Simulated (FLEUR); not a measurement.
# Ge (Cmcm) in FLEUR: notebook

Runs on Ge. Level: SCAN. Tasks: equation of state.

All numbers are computed with FLEUR MaX-R8.1 (later development tree); they aren't measurements. Logs are shortened: lines on timing, memory, paths and dates and some standing lists are left out, and cuts for length are marked.

### Step 1. Starting point

Symmetry: Cmcm, No. 63, orthorhombic system. Conventional cell: a = 2.976 Å, b = 5.189 Å, c = 4.728 Å, α = 90.00°, β = 90.00°, γ = 90.00°. Ge (site symmetry m2m) is surrounded by 12 Ge at 2.92 to 2.99 Å.

This isn't the form of Ge at room conditions, which is diamond.

### Step 2. Equation of state, SCAN, 17.16 Å³/atom (volume scaled by 0.94)

The input, inp.xml:

```xml
<?xml version="1.0" encoding="UTF-8" standalone="no"?>
<fleurInput fleurInputVersion="0.39">
   <comment>
      Ge                                                                                                  
   </comment>
   <calculationSetup>
      <cutoffs Kmax="4.1" Gmax="12.7" GmaxXC="12.7" numbands="0"/>
      <scfLoop itmax="80" minDistance="0.0001" maxIterBroyd="30" imix="Anderson" alpha="0.05" precondParam="0.0" spinf="2.0" sdNocoIR="T"/>
      <coreElectrons ctail="F" frcor="F" kcrel="0" coretail_lmax="0"/>
      <xcFunctional name="LibXC" relativisticCorrections="F">
         <LibXCName exchange="mgga_x_scan" correlation="mgga_c_scan"/>
         <AuxGGA exchange="117" correlation="130"/>
      </xcFunctional>
      <magnetism jspins="1"/>
      <soc l_soc="F" theta="0.0" phi="0.0" spav="F"/>
      <expertModes spex="0" secvar="F"/>
      <geometryOptimization l_f="F" forcealpha="1.0" forcemix="BFGS" epsdisp="0.00001" epsforce="0.00001"/>
      <ldaU l_linMix="F" mixParam="0.05" spinf="1.0"/>
   </calculationSetup>
   <cell>
      <bzIntegration valenceElectrons="44.0" mode="hist" fermiSmearingEnergy="0.00183747">
         <kPointListSelection listName="default-1"/>
         <!-- k-points included here -->
         <xi:include xmlns:xi="http://www.w3.org/2001/XInclude" href="kpts.xml"> </xi:include>
      </bzIntegration>
      <!-- symmetry operations included here -->
      <xi:include xmlns:xi="http://www.w3.org/2001/XInclude" href="sym.xml"> </xi:include>
      <bulkLattice scale="0.9795861087">
         <bravaisMatrix>
            <row-1>    2.8120124871599446    -4.9032527412451854     0.0000000000000000</row-1>
            <row-2>    2.8120124871599446     4.9032527412451854     0.0000000000000000</row-2>
            <row-3>    0.0000000000000000     0.0000000000000000     8.9338612709119740</row-3>
         </bravaisMatrix>
      </bulkLattice>
   </cell>
   <atomSpecies>
      <species name="Germanium (Ge)" element="Ge" atomicNumber="32">
         <mtSphere radius="2.48" gridPoints="847" logIncrement="0.015"/>
         <atomicCutoffs lmax="10" lnonsphr="10"/>
         <electronConfig flipSpins="F">
            <coreConfig>(1s1/2) (2s1/2) (2p1/2) (2p3/2)</coreConfig>
            <valenceConfig>(3s1/2) (3p1/2) (3p3/2) (4s1/2) (3d3/2) (3d5/2) (4p1/2) (4p3/2)</valenceConfig>
            <stateOccupation state="(4p1/2)" spinUp="0.333333" spinDown="0.333333"/>
            <stateOccupation state="(4p3/2)" spinUp="0.666667" spinDown="0.666667"/>
         </electronConfig>
         <energyParameters s="4" p="4" d="3" f="4"/>
         <lo type="SCLO" l="0" n="3" eDeriv="0"/>
         <lo type="SCLO" l="1" n="3" eDeriv="0"/>
         <lo type="SCLO" l="1" n="3" eDeriv="1"/>
         <lo type="HELO" l="2" n="4" eDeriv="0"/>
         <lo type="HELO" l="2" n="4" eDeriv="1"/>
         <lo type="SCLO" l="3" n="4" eDeriv="2"/>
      </species>
   </atomSpecies>
   <atomGroups>
      <atomGroup species="Germanium (Ge)">
         <relPos label="                   1">.3334466300 -.3334466300 1.000/4.000</relPos>
         <relPos label="                   2">-.3334466300 .3334466300 -1.000/4.000</relPos>
         <force calculate="T" relaxXYZ="TTT"/>
      </atomGroup>
   </atomGroups>
   <output dos="F" band="F" slice="F">
      <checks vchk="F" cdinf="F"/>
      <bandDOS minEnergy="-.5*Htr" maxEnergy="0.5*Htr" sigma="0.015" storeEVData="T"/>
      <vacuumDOS vacdos="F" integ="F" star="F" nstars="0" locx1="0.0" locy1="0.0" locx2="0.0" locy2="0.0" nstm="0" tworkf="0.0"/>
      <unfoldingBand unfoldBand="F" supercellX="1" supercellY="1" supercellZ="1"/>
      <plotting iplot="0" polar="F">
         <plot TwoD="T" vec1="  1.0  0.0  0.0" vec2="  0.0  1.0  0.0" vec3="  0.0  0.0  1.0" zero="  0.0  0.0  0.0" file="plot"/>
      </plotting>
      <chargeDensitySlicing numkpt="0" minEigenval="0.0" maxEigenval="0.0" nnne="0" pallst="F"/>
      <specialOutput eonly="F"/>
      <moessbauerParams electricFieldGradient="T" isomerShift="T" coreHyperfine="T" valenceHyperfine="T"/>
      <magneticCircularDichroism mcd="F" energyLo="-10.0" energyUp="0.0"/>
   </output>
  <!-- We include the file relax.xml here to enable relaxations (see documentation) -->
  <xi:include xmlns:xi="http://www.w3.org/2001/XInclude" href="relax.xml"> <xi:fallback/> </xi:include>
</fleurInput>
```

Potentials or basis: all-electron, FLAPW.

Run with:

```
$ inpgen -f crystal.txt -profile fastHighL
$ # inp.xml edited to the form shown
$ fleur_MPI
```

What it wrote:

```text
Welcome to FLEUR        (www.flapw.de)
      MaX-Release 8.1          (www.max-centre.eu)
 func_ids         267         263         267         263
 MetaGGA potential functional detected - V_tau will be computed
 Auxiliary Potential for radial basis: exchange=         117  correlation=         130
The functional 'SCAN exchange of Sun, Ruzsinszky, and Perdew' is an exchange functional, it belongs to the 'MGGA' family and is defined in the reference(s):
[1] J. Sun, A. Ruzsinszky, and J. P. Perdew.,  Phys. Rev. Lett. 115, 036402 (2015)
The functional 'SCAN correlation of Sun, Ruzsinszky, and Perdew' is a correlation functional, it belongs to the 'MGGA' family and is defined in the reference(s):
[1] J. Sun, A. Ruzsinszky, and J. P. Perdew.,  Phys. Rev. Lett. 115, 036402 (2015)
 Using same functional for VXC and EXC

 ========== k-point set info ==========
 Selected k-point list: default-1
 k-point list type: mesh
 10 x 10 x 6
 Number of k points: 124

 ------------Calculation Setup---------------------------
 Number of MPI-tasks      :            1
 Number of PE/node        :            1
 Number of OMP-threads    :            1
 Most efficient MPI parallelization for:
           1           2           4          31          62         124
 Additional eigenvalue parallelization possible
 Number of basis functions:          371
 Approximate size of matrices (H+S) per k-point:         0.002 GB
 --------------------------------------------------------
The functional 'Hammer, Hansen, and Norskov' is an exchange functional, it belongs to the 'GGA' family and is defined in the reference(s):
[1] B. Hammer, L. B. Hansen, and J. K. Nørskov.,  Phys. Rev. B 59, 7413 (1999)
The functional 'Perdew, Burke & Ernzerhof' is a correlation functional, it belongs to the 'GGA' family and is defined in the reference(s):
[1] J. P. Perdew, K. Burke, and M. Ernzerhof.,  Phys. Rev. Lett. 77, 3865 (1996)
[2] J. P. Perdew, K. Burke, and M. Ernzerhof.,  Phys. Rev. Lett. 78, 1396 (1997)
 Using same functional for VXC and EXC
 Using auxiliary GGA potential for the first iteration of MetaGGA calculation.
 Reset of history
 Reset of history
 Iteration:     1   Distance:      22.20149829 me/bohr^3
The functional 'Hammer, Hansen, and Norskov' is an exchange functional, it belongs to the 'GGA' family and is defined in the reference(s):
[1] B. Hammer, L. B. Hansen, and J. K. Nørskov.,  Phys. Rev. B 59, 7413 (1999)
The functional 'Perdew, Burke & Ernzerhof' is a correlation functional, it belongs to the 'GGA' family and is defined in the reference(s):
[1] J. P. Perdew, K. Burke, and M. Ernzerhof.,  Phys. Rev. Lett. 77, 3865 (1996)
[2] J. P. Perdew, K. Burke, and M. Ernzerhof.,  Phys. Rev. Lett. 78, 1396 (1997)
 Using same functional for VXC and EXC
 Iteration:     2   Distance:      21.29776024 me/bohr^3
The functional 'Hammer, Hansen, and Norskov' is an exchange functional, it belongs to the 'GGA' family and is defined in the reference(s):
[1] B. Hammer, L. B. Hansen, and J. K. Nørskov.,  Phys. Rev. B 59, 7413 (1999)
The functional 'Perdew, Burke & Ernzerhof' is a correlation functional, it belongs to the 'GGA' family and is defined in the reference(s):
[1] J. P. Perdew, K. Burke, and M. Ernzerhof.,  Phys. Rev. Lett. 77, 3865 (1996)
[2] J. P. Perdew, K. Burke, and M. Ernzerhof.,  Phys. Rev. Lett. 78, 1396 (1997)
 Using same functional for VXC and EXC
 Iteration:     3   Distance:      20.19689447 me/bohr^3
The functional 'Hammer, Hansen, and Norskov' is an exchange functional, it belongs to the 'GGA' family and is defined in the reference(s):
[1] B. Hammer, L. B. Hansen, and J. K. Nørskov.,  Phys. Rev. B 59, 7413 (1999)
The functional 'Perdew, Burke & Ernzerhof' is a correlation functional, it belongs to the 'GGA' family and is defined in the reference(s):
[1] J. P. Perdew, K. Burke, and M. Ernzerhof.,  Phys. Rev. Lett. 77, 3865 (1996)
[2] J. P. Perdew, K. Burke, and M. Ernzerhof.,  Phys. Rev. Lett. 78, 1396 (1997)
 Using same functional for VXC and EXC
 Iteration:     4   Distance:       1.87684807 me/bohr^3
The functional 'Hammer, Hansen, and Norskov' is an exchange functional, it belongs to the 'GGA' family and is defined in the reference(s):
[1] B. Hammer, L. B. Hansen, and J. K. Nørskov.,  Phys. Rev. B 59, 7413 (1999)
The functional 'Perdew, Burke & Ernzerhof' is a correlation functional, it belongs to the 'GGA' family and is defined in the reference(s):
[1] J. P. Perdew, K. Burke, and M. Ernzerhof.,  Phys. Rev. Lett. 77, 3865 (1996)
[2] J. P. Perdew, K. Burke, and M. Ernzerhof.,  Phys. Rev. Lett. 78, 1396 (1997)
 Using same functional for VXC and EXC
 Iteration:     5   Distance:       0.56059649 me/bohr^3
The functional 'Hammer, Hansen, and Norskov' is an exchange functional, it belongs to the 'GGA' family and is defined in the reference(s):
[1] B. Hammer, L. B. Hansen, and J. K. Nørskov.,  Phys. Rev. B 59, 7413 (1999)
The functional 'Perdew, Burke & Ernzerhof' is a correlation functional, it belongs to the 'GGA' family and is defined in the reference(s):
[1] J. P. Perdew, K. Burke, and M. Ernzerhof.,  Phys. Rev. Lett. 77, 3865 (1996)
[2] J. P. Perdew, K. Burke, and M. Ernzerhof.,  Phys. Rev. Lett. 78, 1396 (1997)
 Using same functional for VXC and EXC
 Iteration:     6   Distance:       0.27498105 me/bohr^3
The functional 'Hammer, Hansen, and Norskov' is an exchange functional, it belongs to the 'GGA' family and is defined in the reference(s):
[1] B. Hammer, L. B. Hansen, and J. K. Nørskov.,  Phys. Rev. B 59, 7413 (1999)
The functional 'Perdew, Burke & Ernzerhof' is a correlation functional, it belongs to the 'GGA' family and is defined in the reference(s):
[1] J. P. Perdew, K. Burke, and M. Ernzerhof.,  Phys. Rev. Lett. 77, 3865 (1996)
[2] J. P. Perdew, K. Burke, and M. Ernzerhof.,  Phys. Rev. Lett. 78, 1396 (1997)
 Using same functional for VXC and EXC
 Iteration:     7   Distance:       0.04611018 me/bohr^3
The functional 'Hammer, Hansen, and Norskov' is an exchange functional, it belongs to the 'GGA' family and is defined in the reference(s):
[1] B. Hammer, L. B. Hansen, and J. K. Nørskov.,  Phys. Rev. B 59, 7413 (1999)
The functional 'Perdew, Burke & Ernzerhof' is a correlation functional, it belongs to the 'GGA' family and is defined in the reference(s):
[1] J. P. Perdew, K. Burke, and M. Ernzerhof.,  Phys. Rev. Lett. 77, 3865 (1996)
[2] J. P. Perdew, K. Burke, and M. Ernzerhof.,  Phys. Rev. Lett. 78, 1396 (1997)
 Using same functional for VXC and EXC
 Iteration:     8   Distance:       0.04097782 me/bohr^3
The functional 'Hammer, Hansen, and Norskov' is an exchange functional, it belongs to the 'GGA' family and is defined in the reference(s):
[1] B. Hammer, L. B. Hansen, and J. K. Nørskov.,  Phys. Rev. B 59, 7413 (1999)
The functional 'Perdew, Burke & Ernzerhof' is a correlation functional, it belongs to the 'GGA' family and is defined in the reference(s):
[1] J. P. Perdew, K. Burke, and M. Ernzerhof.,  Phys. Rev. Lett. 77, 3865 (1996)
[2] J. P. Perdew, K. Burke, and M. Ernzerhof.,  Phys. Rev. Lett. 78, 1396 (1997)
 Using same functional for VXC and EXC
 Iteration:     9   Distance:       0.01506465 me/bohr^3
The functional 'Hammer, Hansen, and Norskov' is an exchange functional, it belongs to the 'GGA' family and is defined in the reference(s):
[1] B. Hammer, L. B. Hansen, and J. K. Nørskov.,  Phys. Rev. B 59, 7413 (1999)
The functional 'Perdew, Burke & Ernzerhof' is a correlation functional, it belongs to the 'GGA' family and is defined in the reference(s):
[1] J. P. Perdew, K. Burke, and M. Ernzerhof.,  Phys. Rev. Lett. 77, 3865 (1996)
[2] J. P. Perdew, K. Burke, and M. Ernzerhof.,  Phys. Rev. Lett. 78, 1396 (1997)
 Using same functional for VXC and EXC
 Iteration:    10   Distance:       0.00244464 me/bohr^3
The functional 'Hammer, Hansen, and Norskov' is an exchange functional, it belongs to the 'GGA' family and is defined in the reference(s):
[1] B. Hammer, L. B. Hansen, and J. K. Nørskov.,  Phys. Rev. B 59, 7413 (1999)
The functional 'Perdew, Burke & Ernzerhof' is a correlation functional, it belongs to the 'GGA' family and is defined in the reference(s):
[1] J. P. Perdew, K. Burke, and M. Ernzerhof.,  Phys. Rev. Lett. 77, 3865 (1996)
[2] J. P. Perdew, K. Burke, and M. Ernzerhof.,  Phys. Rev. Lett. 78, 1396 (1997)
 Using same functional for VXC and EXC
 Iteration:    11   Distance:       0.00163290 me/bohr^3
The functional 'Hammer, Hansen, and Norskov' is an exchange functional, it belongs to the 'GGA' family and is defined in the reference(s):
[1] B. Hammer, L. B. Hansen, and J. K. Nørskov.,  Phys. Rev. B 59, 7413 (1999)
The functional 'Perdew, Burke & Ernzerhof' is a correlation functional, it belongs to the 'GGA' family and is defined in the reference(s):
[1] J. P. Perdew, K. Burke, and M. Ernzerhof.,  Phys. Rev. Lett. 77, 3865 (1996)
[2] J. P. Perdew, K. Burke, and M. Ernzerhof.,  Phys. Rev. Lett. 78, 1396 (1997)
 Using same functional for VXC and EXC
 Iteration:    12   Distance:       0.00042192 me/bohr^3
The functional 'Hammer, Hansen, and Norskov' is an exchange functional, it belongs to the 'GGA' family and is defined in the reference(s):
[1] B. Hammer, L. B. Hansen, and J. K. Nørskov.,  Phys. Rev. B 59, 7413 (1999)
The functional 'Perdew, Burke & Ernzerhof' is a correlation functional, it belongs to the 'GGA' family and is defined in the reference(s):
[1] J. P. Perdew, K. Burke, and M. Ernzerhof.,  Phys. Rev. Lett. 77, 3865 (1996)
[2] J. P. Perdew, K. Burke, and M. Ernzerhof.,  Phys. Rev. Lett. 78, 1396 (1997)
 Using same functional for VXC and EXC
 Iteration:    13   Distance:       0.00020136 me/bohr^3
The functional 'Hammer, Hansen, and Norskov' is an exchange functional, it belongs to the 'GGA' family and is defined in the reference(s):
[1] B. Hammer, L. B. Hansen, and J. K. Nørskov.,  Phys. Rev. B 59, 7413 (1999)
The functional 'Perdew, Burke & Ernzerhof' is a correlation functional, it belongs to the 'GGA' family and is defined in the reference(s):
[1] J. P. Perdew, K. Burke, and M. Ernzerhof.,  Phys. Rev. Lett. 77, 3865 (1996)
[2] J. P. Perdew, K. Burke, and M. Ernzerhof.,  Phys. Rev. Lett. 78, 1396 (1997)
 Using same functional for VXC and EXC
 Iteration:    14   Distance:       0.00008238 me/bohr^3

 ********************************************************************
 Run finished successfully
 Stop message:
   all done
 ********************************************************************
```

Wall time 2 min (1 thread of Arm Neoverse V1, shared host); peak memory 0.11 GiB.

Results:

```yaml
Free_energy: -114258.2294 eV
Band_gap_on_the_k_mesh: none (metal or under the smearing width)
Valence_electrons_inside_the_program's_atomic_spheres: Ge 20.66 (radii Ge 2.48 bohr)
```

Caveat: the meta-GGA is that of a development version, with a GGA for the radial functions and cores and without core tails.

### Step 3. Equation of state, SCAN, 17.52 Å³/atom (volume scaled by 0.96)

Edit inp.xml of step 2 so:

```diff
@@ -27,3 +27,3 @@
       <xi:include xmlns:xi="http://www.w3.org/2001/XInclude" href="sym.xml"> </xi:include>
-      <bulkLattice scale="0.9795861087">
+      <bulkLattice scale="0.9864848297">
          <bravaisMatrix>
```

Potentials or basis: all-electron, FLAPW.

Run with:

```
$ inpgen -f crystal.txt -profile fastHighL
$ # inp.xml edited to the form shown
$ fleur_MPI
```

Wall time 2.1 min (1 thread of Arm Neoverse V1, shared host); peak memory 0.11 GiB.

The run converged. Its results:

```yaml
Free_energy: -114258.2516 eV
Band_gap_on_the_k_mesh: none (metal or under the smearing width)
Valence_electrons_inside_the_program's_atomic_spheres: Ge 20.64 (radii Ge 2.48 bohr)
```

Caveat: the meta-GGA is that of a development version, with a GGA for the radial functions and cores and without core tails.

### Step 4. Equation of state, SCAN, 18.25 Å³/atom

Edit inp.xml of step 3 so:

```diff
@@ -27,3 +27,3 @@
       <xi:include xmlns:xi="http://www.w3.org/2001/XInclude" href="sym.xml"> </xi:include>
-      <bulkLattice scale="0.9864848297">
+      <bulkLattice scale="1.0000000000">
          <bravaisMatrix>
```

Run with:

```
$ inpgen -f crystal.txt -profile fastHighL
$ # inp.xml edited to the form shown
$ fleur_MPI
```

Wall time 2.1 min (1 thread of Arm Neoverse V1, shared host); peak memory 0.11 GiB.

Results (log left out):

```yaml
Free_energy: -114258.2707 eV
Band_gap_on_the_k_mesh: none (metal or under the smearing width)
Valence_electrons_inside_the_program's_atomic_spheres: Ge 20.59 (radii Ge 2.48 bohr)
```

Caveat: the meta-GGA is that of a development version, with a GGA for the radial functions and cores and without core tails.

### Step 5. Equation of state, SCAN, 18.98 Å³/atom (volume scaled by 1.04)

Edit inp.xml of step 4 so:

```diff
@@ -27,3 +27,3 @@
       <xi:include xmlns:xi="http://www.w3.org/2001/XInclude" href="sym.xml"> </xi:include>
-      <bulkLattice scale="1.0000000000">
+      <bulkLattice scale="1.0131594038">
          <bravaisMatrix>
```

Run with:

```
$ inpgen -f crystal.txt -profile fastHighL
$ # inp.xml edited to the form shown
$ fleur_MPI
```

Run time: 2.2 min. Hardware: 1 thread of Arm Neoverse V1, shared host; peak memory 0.11 GiB.

Results (log left out):

```yaml
Free_energy: -114258.2610 eV
Band_gap_on_the_k_mesh: none (metal or under the smearing width)
Valence_electrons_inside_the_program's_atomic_spheres: Ge 20.55 (radii Ge 2.48 bohr)
```

Caveat: the meta-GGA is that of a development version, with a GGA for the radial functions and cores and without core tails.

### Step 6. Equation of state, SCAN, 19.35 Å³/atom (volume scaled by 1.06)

Edit inp.xml of step 5 so:

```diff
@@ -27,3 +27,3 @@
       <xi:include xmlns:xi="http://www.w3.org/2001/XInclude" href="sym.xml"> </xi:include>
-      <bulkLattice scale="1.0131594038">
+      <bulkLattice scale="1.0196128224">
          <bravaisMatrix>
```

Potentials or basis: all-electron, FLAPW.

Run with:

```
$ inpgen -f crystal.txt -profile fastHighL
$ # inp.xml edited to the form shown
$ fleur_MPI
```

Wall time 2.2 min (1 thread of Arm Neoverse V1, shared host); peak memory 0.11 GiB.

It converged, with:

```yaml
Free_energy: -114258.2471 eV
Band_gap_on_the_k_mesh: none (metal or under the smearing width)
Valence_electrons_inside_the_program's_atomic_spheres: Ge 20.53 (radii Ge 2.48 bohr)
```

Caveat: the meta-GGA is that of a development version, with a GGA for the radial functions and cores and without core tails.

### Step 7. Equation of state, SCAN

Potentials or basis: all-electron, FLAPW.

This step only gathers the single runs of the series.

Results:

| Quantity | Value |
| --- | --- |
| Equilibrium volume | 18.35 Å³/atom |
| Bulk modulus at fixed shape and positions | 77 GPa |

Energy against volume, from the lowest point:
```
volume (Å³/atom)  energy (meV/atom)
          17.158              20.62
          17.523               9.51
          18.253               0.00
          18.984               4.84
          19.349              11.80
```

Caveat: the meta-GGA is that of a development version, with a GGA for the radial functions and cores and without core tails; the cell was scaled at fixed shape and fractional positions, which overstates the stiffness of a crystal with free parameters, most of all of layers and chains.
